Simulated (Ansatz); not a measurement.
BeO:
```xyz
8
Lattice="2.6821 0.0000 0.0000 -1.3410 2.3228 0.0000 0.0000 0.0000 8.7344" Properties=species:S:1:pos:R:3 pbc="T T T"
Be     0.0000     0.0000     0.0073
Be     0.0000     0.0000     4.3745
Be     1.3410     0.7743     6.5522
Be     0.0000     1.5485     2.1851
O      0.0000     0.0000     7.0956
O      0.0000     0.0000     2.7284
O      1.3410     0.7743     4.9110
O      0.0000     1.5485     0.5438
```

Relaxed with HSE06. Special points in fractions of this cell's reciprocal vectors: Γ (0.000, 0.000, 0.000); M (0.500, 0.000, 0.000); K (0.333, 0.333, 0.000); A (0.000, 0.000, 0.500); L (0.500, 0.000, 0.500); H (0.333, 0.333, 0.500).

Q: List the band energies nearest the valence-band maximum at these points for the program Ansatz at the HSE06 level (PAW).

A: In eV from the valence-band maximum; about four levels below and three above (degenerate sets whole), none deeper than 8.9 eV; points with the same levels are listed once.

```csv
k,below,above
Γ,-0.52 -0.52 -0.03 -0.03 0.00,9.61 11.80 12.04
M,-1.99 -1.88 -1.26 -0.99,9.63 10.43 13.13
K,-2.63 -2.18 -2.18 -1.40,12.04 12.04 13.72 13.72
A,-0.18 -0.18 -0.18 -0.18,10.39 10.39 13.34 13.34
L,-1.72 -1.72 -1.30 -1.30,10.19 10.19 12.94 12.94
H,-1.99 -1.99 -1.92 -1.92,11.77 11.77 14.08 14.08
```

Space group P6_3mc. The cell is a constructed one: a structure type filled with these elements. Its sites differ from those of the usual phase in this space group: another stacking or structure type. The cell was relaxed with HSE06 under the symmetry of its start; its stability against distortions is not shown here. The hybrid was solved on a coarse mesh, the path and, where they were found, the r²SCAN edge points; its band edges are the extreme levels among these.

Potentials: the later of the program's two PAW sets.
